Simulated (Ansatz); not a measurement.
The cell is BN (started from an entry of an open crystallographic database); cell and atoms were relaxed with r2SCAN. Space group P6_3mc (No. 186), hexagonal; conventional cell a = 2.544 Å, c = 4.208 Å, 5.90 Å³ an atom. Around B lie 4 N at 1.56–1.58 Å; around N lie 4 B at 1.56–1.58 Å.

5 runs of the plane-wave code Ansatz on this cell differ in the functional (and in the settings that go with it). Levels are in eV from each run's valence top; v1 is the last filled band, c1 the first empty one.

Run A, mean stress 0.0 GPa (compression positive):

| point | v4 | v3 | v2 | v1 | c1 | c2 |
| --- | --- | --- | --- | --- | --- | --- |
| Γ | -2.21 | -0.27 | 0.00 | 0.00 | 9.12 | 9.12 |
| M | -7.20 | -5.19 | -4.52 | -2.20 | 7.32 | 8.62 |
| K | -7.55 | -5.64 | -5.63 | -5.63 | 5.75 | 14.46 |

Run B, mean stress -2.7 GPa (compression positive):

| point | v4 | v3 | v2 | v1 | c1 | c2 |
| --- | --- | --- | --- | --- | --- | --- |
| Γ | -2.27 | -0.27 | 0.00 | 0.00 | 9.99 | 9.99 |
| M | -7.42 | -5.33 | -4.64 | -2.26 | 8.11 | 9.45 |
| K | -7.79 | -5.80 | -5.78 | -5.78 | 6.50 | 15.48 |

Run C, mean stress -4.4 GPa (compression positive):

| point | v4 | v3 | v2 | v1 | c1 | c2 |
| --- | --- | --- | --- | --- | --- | --- |
| Γ | -2.31 | -0.26 | 0.00 | 0.00 | 10.88 | 10.88 |
| M | -7.55 | -5.42 | -4.73 | -2.30 | 8.94 | 10.29 |
| K | -7.93 | -5.91 | -5.89 | -5.89 | 7.29 | 16.43 |

Run D, mean stress +4.7 GPa (compression positive):

| point | v4 | v3 | v2 | v1 | c1 | c2 |
| --- | --- | --- | --- | --- | --- | --- |
| Γ | -2.13 | -0.27 | 0.00 | 0.00 | 8.40 | 8.40 |
| M | -6.92 | -5.00 | -4.42 | -2.12 | 6.74 | 7.99 |
| K | -7.21 | -5.45 | -5.43 | -5.43 | 5.21 | 13.50 |

Run E, mean stress -9.3 GPa (compression positive):

| point | v4 | v3 | v2 | v1 | c1 | c2 |
| --- | --- | --- | --- | --- | --- | --- |
| Γ | -2.13 | -0.27 | 0.00 | 0.00 | 8.26 | 8.26 |
| M | -6.91 | -5.01 | -4.46 | -2.12 | 6.64 | 7.83 |
| K | -7.15 | -5.49 | -5.43 | -5.43 | 4.98 | 13.40 |

**Question.** Match the runs to LDA, PBE, r2SCAN, r2SCANh, PBE0.

**Answer.** A is r2SCAN, B is r2SCANh, C is PBE0, D is PBE, E is LDA. In order of the gap: LDA 4.98, PBE 5.21, r2SCAN 5.75, r2SCANh 6.50, PBE0 7.29 eV. The stress vanishes for r2SCAN, which relaxed the cell.

Spin-unpolarised throughout; all numbers are computed.

The stress of a hybrid is loosely converged in these runs.

The meshes of the hybrids are coarse, so their gaps aren't converged to the digits shown.
